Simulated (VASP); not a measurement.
Here is a VASP 6.6.1 calculation.

INCAR

```
  PREC = Accurate
  ENCUT = 520
  EDIFF = 1E-7
  ISMEAR = 0
  SIGMA = 0.1
  LREAL = F
  LASPH = T
  NELM = 100
  ALGO = Fast
  ISIF = 2
  LWAVE = F
  LCHARG = T
  GGA = PE
  IVDW = 12
  LELF = T
  LVHAR = T
  NBANDS = 19
```

KPOINTS

```
Automatic mesh
0
Gamma
  15 15 8
```

POSCAR

```
TiSe2
1.0
    3.4807141373      0.0000000000      0.0000000000
   -1.7403570686      3.0143868662      0.0000000000
    0.0000000000      0.0000000000      5.8731574480
Ti Se
1 2
Direct
    0.0000000000      0.0000000000      0.0000000000
    0.3333333333      0.6666666667      0.2646670002
    0.6666666667      0.3333333333      0.7353329998
```

Potentials or basis: VASP PAW PBE potentials, release 64 (Ti_sv, Se).

Run with:

```sh
$ cat potpaw_PBE.64/Ti_sv/POTCAR potpaw_PBE.64/Se/POTCAR > POTCAR
$ mpirun -np 1 vasp_std > vasp.out
```

(1) What does it give for the largest force?

(2) What does it give for the band gap on the k mesh?

(3) Estimate the dispersion energy per atom.

Results:

(1) 0.015 eV/Å.

(2) none (metal or under the smearing width).

(3) -0.450 eV.
